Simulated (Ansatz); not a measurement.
## BP in Ansatz: the effect of functional

Crystal: BP.

```
P B
1.0
     0.00000    2.26900    2.26900
     2.26900    0.00000    2.26900
     2.26900    2.26900    0.00000
P B
1 1
Cartesian
  3.4035 3.4035 3.4035
  0.0000 0.0000 0.0000
```

Alike in all runs:

| Item | Value |
| --- | --- |
| Program | Ansatz 0.2.0 |
| Task | single point |
| Potentials or basis | all-electron PAW datasets made for the crystal |
| k mesh | 8 × 8 × 8 |
| Occupations | fermi-dirac, width 0.05 eV |
| Spin | no spin polarisation |

Q: One run gave: gap on the mesh 1.17 eV. Which functional did it use?
A. PBE0
B. PBE
C. HSE06
D. PBEsol

A: D.

```tsv
functional	cutoff	gap on the mesh (eV)
PBE	280 eV	1.28
HSE06	310 eV	2.00
PBE0	310 eV	2.69
PBEsol	280 eV	1.17
```

A k mesh can miss the band edges.

Not every run made on this cell is shown here.
